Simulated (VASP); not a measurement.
# What goes wrong when BeTe is relaxed with a bad input, part 2 of 2

Aim: see how common mistakes in a VASP relaxation show up, on BeTe. The starting structure is a computed structure from the Materials Project. The first relaxation on each setting starts from this cell expanded by 3 % in volume.

VASP 6.6.1.

Results so far: reference 22.11 Å³ an atom; the cell held fixed (ISIF = 2) 23.38 Å³ an atom; a k mesh far too coarse 25.04 Å³ an atom.

## Step 5: Relaxation with a functional's name that the tag doesn't take

Level of this step: the functional as typed; plane waves and PAW (Te, Be) (VASP).

A slip made on purpose: a functional's name that the tag doesn't take. Against step 2 the input has GGA = PBESOL (also changed: NELM).

Input file INCAR:

```
SYSTEM = BeTe
PREC = Accurate
ENCUT = 450
EDIFF = 1E-06
NELM = 60
ISMEAR = 0
SIGMA = 0.03
LREAL = .FALSE.
ALGO = Normal
GGA = PBESOL
NBANDS = 10
LORBIT = 11
LWAVE = .FALSE.
LCHARG = .FALSE.
KPAR = 2
IBRION = 2
NSW = 50
ISIF = 3
EDIFFG = -0.004
```

Input file POSCAR:

```
BeTe
1.0
    0.0000000000      2.8594948563      2.8594948563
    2.8594948563      0.0000000000      2.8594948563
    2.8594948563      2.8594948563      0.0000000000
Te Be
1 1
Direct
    0.2500000000      0.2500000000      0.2500000000
    0.0000000000      0.0000000000      0.0000000000
```

Input file KPOINTS:

```
Automatic mesh
0
Gamma
6 6 6
0 0 0
```

PAW data sets: Te and Be (PBE family, release 64).

Run with:

```sh
> mpirun -np 2 vasp_std
```

Output:

```text
[banner, memory and clock lines left out]
running    2 mpi-ranks, on    1 nodes
[...]
|                                                                             |
|     EEEEEEE  RRRRRR   RRRRRR   OOOOOOO  RRRRRR      ###     ###     ###     |
|     E        R     R  R     R  O     O  R     R     ###     ###     ###     |
|     E        R     R  R     R  O     O  R     R     ###     ###     ###     |
|     EEEEE    RRRRRR   RRRRRR   O     O  RRRRRR       #       #       #      |
|     E        R   R    R   R    O     O  R   R                               |
|     E        R    R   R    R   O     O  R    R      ###     ###     ###     |
|     EEEEEEE  R     R  R     R  OOOOOOO  R     R     ###     ###     ###     |
|                                                                             |
|     Error: One of the selected functionals does not exist.                  |
|                                                                             |
|       ---->  I REFUSE TO CONTINUE WITH THIS SICK JOB ... BYE!!! <----       |
|                                                                             |

1
1
```

Elapsed: 3 s, on 2 MPI ranks of AMD EPYC 7R43, shared host.

VASP stopped with this message: “Error: One of the selected functionals does not exist”.

## Step 6: Relaxation with a cutoff far too low

A slip made on purpose: a cutoff far too low. Against step 2 the input has PREC = Normal and ENCUT = 140 (also changed: NELM).

INCAR, as its differences from that of step 5:

```diff
@@ -1,4 +1,4 @@
 SYSTEM = BeTe
-PREC = Accurate
-ENCUT = 450
+PREC = Normal
+ENCUT = 140
 EDIFF = 1E-06
@@ -9,3 +9,3 @@
 ALGO = Normal
-GGA = PBESOL
+GGA = PS
 NBANDS = 10
```

POSCAR is that of step 5.

KPOINTS is that of step 5.

Run with:

```sh
> mpirun -np 2 vasp_std
```

Output:

```text
[... set-up lines as in an earlier step ...]
 entering main loop
       N       E                     dE             d eps       ncg     rms          rms(c)
DAV:   1     0.370842591888E+01    0.37084E+01   -0.15275E+03   328   0.224E+02
DAV:   2    -0.791876035713E+01   -0.11627E+02   -0.11363E+02   420   0.559E+01
DAV:   3    -0.817884226284E+01   -0.26008E+00   -0.25999E+00   384   0.889E+00
DAV:   4    -0.818006421945E+01   -0.12220E-02   -0.12219E-02   382   0.660E-01
[...]
DAV:  10    -0.808232642466E+01   -0.11882E-04   -0.13495E-05   384   0.189E-02    0.119E-02
DAV:  11    -0.808232832142E+01   -0.18968E-05   -0.46067E-06   352   0.100E-02    0.165E-02
DAV:  12    -0.808232842536E+01   -0.10395E-06   -0.14266E-06   356   0.482E-03
   1 F= -.80823284E+01 E0= -.80823284E+01  d E =-.808233E+01
[...]
N       E                     dE             d eps       ncg     rms          rms(c)
DAV:   1    -0.826560955732E+01   -0.18328E+00   -0.26868E+00   340   0.677E+00    0.198E+00
[...]
DAV:   5    -0.812121428068E+01    0.93709E-03   -0.16334E-03   356   0.176E-01    0.394E-02
DAV:   6    -0.812120323449E+01    0.11046E-04   -0.96682E-05   334   0.439E-02    0.184E-02
DAV:   7    -0.812120391984E+01   -0.68535E-06   -0.40779E-06   378   0.119E-02
   2 F= -.81212039E+01 E0= -.81212039E+01  d E =-.388755E-01
 trial-energy change:   -0.038875  1 .order   -0.036953   -0.092565    0.018659
 step:   0.8458(harm=  0.8322)  dis= 0.00000  next Energy=    -8.122636 (dE=-0.403E-01)
[...]
N       E                     dE             d eps       ncg     rms          rms(c)
DAV:   1    -0.812616311253E+01   -0.49599E-02   -0.63545E-02   342   0.102E+00    0.291E-01
DAV:   2    -0.812341445216E+01    0.27487E-02   -0.54428E-03   330   0.336E-01    0.123E-01
DAV:   3    -0.812275667048E+01    0.65778E-03   -0.26668E-03   340   0.203E-01    0.109E-01
DAV:   4    -0.812273870811E+01    0.17962E-04   -0.56789E-05   336   0.456E-02    0.873E-02
DAV:   5    -0.812271396041E+01    0.24748E-04   -0.33096E-05   358   0.250E-02    0.669E-03
DAV:   6    -0.812271387238E+01    0.88036E-07   -0.11908E-06   244   0.530E-03
   3 F= -.81227139E+01 E0= -.81227139E+01  d E =-.403854E-01
[...]
reached required accuracy - stopping structural energy minimisation
```

It took 2 s on 2 MPI ranks; peak memory 0.13 GiB; 2.6 s of CPU time.

From OUTCAR (step 6):

```text
  Total        0.0052353      0.0052353      0.0052353      0.0000000      0.0000000      0.0000000
  in kB        0.1923839      0.1923839      0.1923839      0.0000000      0.0000000      0.0000000
  external PRESSURE =       0.1923839 kB  Pullay stress =       0.0000000 kB

 POSITION                                       TOTAL-FORCE (eV/Angst)
 -----------------------------------------------------------------------------------
      1.39676      1.39676      1.39676         0.000000      0.000000      0.000000
      0.00000      0.00000      0.00000        -0.000000     -0.000000     -0.000000
 -----------------------------------------------------------------------------------
    total drift:                                0.000003      0.000003      0.000003

  FREE ENERGIE OF THE ION-ELECTRON SYSTEM (eV)
  ---------------------------------------------------
  free  energy   TOTEN  =        -8.1227138724 eV

  energy  without entropy=       -8.1227138724  energy(sigma->0) =       -8.12271387

[... 2 parts as in an earlier step ...]

[... 2 further parts left out ...]
[key lines of the parts left out:]
E-fermi :   5.4551
```

With a cutoff far too low the cell ends at 21.800 Å³ an atom, -1.41 % from the reference.

## Step 7: All runs side by side

```csv
run,ended,volume (Å³/atom),change (%),pressure left (GPa),core minutes
reference,converged,22.112,-,0.02,0.42
the cell held fixed (ISIF = 2),converged,23.381,5.74,-3.0,0.16
a k mesh far too coarse,converged,25.041,13.24,0.02,0.12
a functional's name that the tag doesn't take,stopped by VASP,-,-,-,0.1
a cutoff far too low,converged,21.8,-1.41,0.02,0.0667
```

Core minutes are wall time times ranks, summed over the relaxations behind a row (those for a bulk modulus apart), on shared hosts.

## Step 8: Outcome

| Quantity | Value |
| --- | --- |
| volume of the reference | 22.11 Å³/atom |
| volume against the reference, the cell held fixed (ISIF = 2) | +5.74 % |
| volume against the reference, a k mesh far too coarse | +13.24 % |
| volume against the reference, a cutoff far too low | -1.41 % |
| run with a functional's name that the tag doesn't take | stopped by VASP |

In words: VASP stopped by itself in the run with a functional's name that the tag doesn't take. Finished, but with signs in the output that stand out against the reference: the cell held fixed (ISIF = 2), with the volume kept at the input's, +5.7 % from the reference (signs: a stress of up to 3.0 GPa); a k mesh far too coarse, with the volume changed by +13.2 % (signs: 3.8 GPa at the first ionic step (of the first relaxations, not shown; reference: -3.0 GPa)). Finished, and of the signs looked for here (warnings, stress, forces, entropy, moments, translations away from zero, imaginary modes) none stands out against the reference by the marks set here, though the cell is off: a cutoff far too low, with the volume changed by -1.4 %. The reference was restarted once and the runs with a slip weren't, so their cells may not have settled fully. Further runs on this material are not shown.

[Lines on the potential files, build, host, timing and source positions are cut from VASP's logs without a mark.]

[Logs are printed without paths, hosts, clocks, repeated set-up lines and the standing remarks that a program may print on its own settings, such as how far it seeks lower states.]

[Hosts, paths, dates, database ids (printed as entryN), source tags and the programs' standing remarks are cut or masked in the printed files.]
